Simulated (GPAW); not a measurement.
Runs of GPAW 26.7.0 on CdSe (Cadmoselite). Symmetry: P6_3mc, No. 186, hexagonal system. The conventional cell has a = 4.300 Å, b = 4.300 Å, c = 7.020 Å, α = 90.00°, β = 90.00°, γ = 120.00°. Around Cd (site symmetry 3m) lie 4 Se at 2.61 to 2.70 Å. Se (site symmetry 3m) has 4 Cd at 2.61 to 2.70 Å as nearest neighbours. 

```csv
task,level,potentials or basis,spin,cell,k mesh,cutoff (eV),smearing,eigensolver,maxiter,optimizer,fmax,max steps,gap on the mesh (eV),pressure (GPa),largest force (eV/Å)
relaxation of cell and atoms,revTPSS,"GPAW PAW data sets (gpaw-data 1.2.1), pw",off,relaxed to -2 GPa,5 × 5 × 3,600,fermi-dirac 0.05 eV,davidson,150,BFGS,0.05 eV/Å,40,(b),-2.1,0.01
dielectric tensor,PBE,"GPAW PAW data sets (gpaw-data 1.2.1), pw",off,as given,6 × 6 × 3,450,fermi-dirac 0.001 eV,-,150,-,-,-,0.70,-,-
band structure,SCAN,"GPAW PAW data sets (gpaw-data 1.2.1), pw","SOC, no magnetisation",as given,5 × 5 × 3,600,fermi-dirac 0.05 eV,-,150,-,-,-,0.95,(a),0.28
relaxation of cell and atoms,WC,"PAW data sets generated in the run's folder for this functional, pw",off,relaxed,5 × 5 × 3,600,fermi-dirac 0.05 eV,-,150,BFGS,0.01 eV/Å,100,0.51,0.0,0.01
single point,PBE,"GPAW PAW data sets (gpaw-data 1.2.1), pw",off,as given,6 × 6 × 3,450,fermi-dirac 0.05 eV,-,120,-,-,-,0.70,2.0,0.28
```

Question: Estimate the missing entries.

Answer: (a) 1.0; (b) 0.74.

Caveats: later steps reuse the first step's grids (some runs); the PAW data sets were made with another functional, which shifts forces and pressure a little (some runs); the dielectric constant isn't converged in the k mesh (some runs); the gap is small at this level, which inflates the dielectric constant (some runs); the long-wavelength limit can be off by several per cent where d states take part (some runs); spin-orbit coupling was added after a scalar SCF, so levels and gaps hold it while energy, forces, pressure and moments don't (some runs); this program's spin-orbit splittings come out too wide for heavy elements (some runs).

A k mesh can miss the band edges, and rows without SOC leave out spin-orbit coupling on Cd, Se.
